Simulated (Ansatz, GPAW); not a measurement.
**CuI: programs and potentials compared**

```
CELL_PARAMETERS angstrom
0.00000 3.03150 3.03150
3.03150 0.00000 3.03150
3.03150 3.03150 0.00000
ATOMIC_POSITIONS crystal
I 0.00000 0.00000 0.00000
Cu 0.75000 0.75000 0.75000
```

Alike in all runs: task single point; functional PBE; k mesh 8 × 8 × 8; occupations gaussian, width 0.023 eV; no spin polarisation; no spin-orbit coupling. Pressure is positive in compression and, in plane waves, holds the error of the finite cutoff, which Ansatz's Pulay term estimates and takes out.

```tsv
program and potentials	plane-wave cutoff (eV)	notes	band gap (eV)	pressure (GPa)
Ansatz, Ansatz PAW	420	18 valence electrons an atom on average; Pulay term of +0.04 GPa included	1.12	0.31
GPAW, GPAW PAW data sets (gpaw-data 1.2.1)	600	9 valence electrons an atom on average	1.14	0.89
Ansatz, all-electron LAPW, scalar-relativistic	-	-	1.12	0.33
```

The band gap spans 1.12 (Ansatz, all-electron LAPW, scalar-relativistic) to 1.14 eV (GPAW, GPAW PAW data sets (gpaw-data 1.2.1)), with all-electron results at 1.12. The pressure spans 0.31 (Ansatz, Ansatz PAW) to 0.89 GPa (GPAW, GPAW PAW data sets (gpaw-data 1.2.1)), with all-electron results at 0.33. Spin-orbit coupling, left out here, moves the band edges of heavy atoms.

The functional is the same throughout but for its coding, so the spread measures potentials, basis and numerics; runs on potential files found faulty are left out.
